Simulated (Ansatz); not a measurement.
## WS2 under changes of volume

One of the cells (17.744 Å³/atom); the others are scaled copies at fixed shape and fractional positions:

```
CELL_PARAMETERS angstrom
1.57900 0.91164 6.16333
-1.57900 0.91164 6.16333
0.00000 -1.82327 6.16333
ATOMIC_POSITIONS crystal
W 0.00000 0.00000 0.00000
S 0.58100 0.58100 0.58100
S 0.75030 0.75030 0.75030
```

Measurements of this composition are mostly on another form, of space group No. 194.

```yaml
Program: Ansatz 0.2.0
Functional: PBEsol
Potentials_or_basis: Ansatz PAW
Cutoff: "420 eV (not typed: the program's choice for these potentials)"
k_mesh: 10 × 10 × 10
Occupations: fermi-dirac, width 0.05 eV
Spin: no spin polarisation
```

| volume (Å³/atom) | energy over the lowest point (meV/atom) | pressure (GPa) | gap on the mesh (eV) | largest force (eV/Å) |
| --- | --- | --- | --- | --- |
| 16.679 | 33.01 | 11.2 | 0.94 | 1.475 |
| 17.034 | 13.14 | 6.8 | 0.97 | 1.028 |
| 17.389 | 2.45 | 2.9 | 0.99 | 0.628 |
| 17.744 | 0.00 | -0.6 | 1.01 | 0.599 |
| 18.099 | 4.96 | -3.8 | 1.04 | 0.697 |
| 18.454 | ? | ? | ? | ? |
| 18.809 | 34.13 | -9.2 | 1.07 | 1.280 |

Task: What does the run at 18.454 Å³/atom give?

Result: Energy over the lowest point 16.56 meV/atom; pressure -6.6 GPa; gap on the mesh 1.05 eV; largest force 1.000 eV/Å.

Worked out: A Birch-Murnaghan fit of order 3 (a polynomial in V^(-2/3)) to the other rows has its minimum at 17.68 Å³/atom with B0 = V·E''(V) = 170 GPa and B' = 4.4 at fixed shape and positions, which overstates the stiffness. It gives 16.56 meV/atom at 18.454 Å³/atom, against the run's 16.56, and -dE/dV = -6.6 GPa, against -6.6. A straight line through the other rows of the gap, of slope 1.09 eV per unit of ln V, gives 1.05 eV, against the run's 1.05.

Energies are extrapolated to zero smearing.

Caveats: spin-orbit coupling is left out, which moves the levels of the heavy elements; the PAW data sets come from PBE, with cores solved anew for the run's functional, which leaves a small shift of forces and pressure; forces of over 1 eV/Å show positions far from the minimum, so gaps and moduli don't describe the material at rest (some runs).

A mesh can miss the band edges.
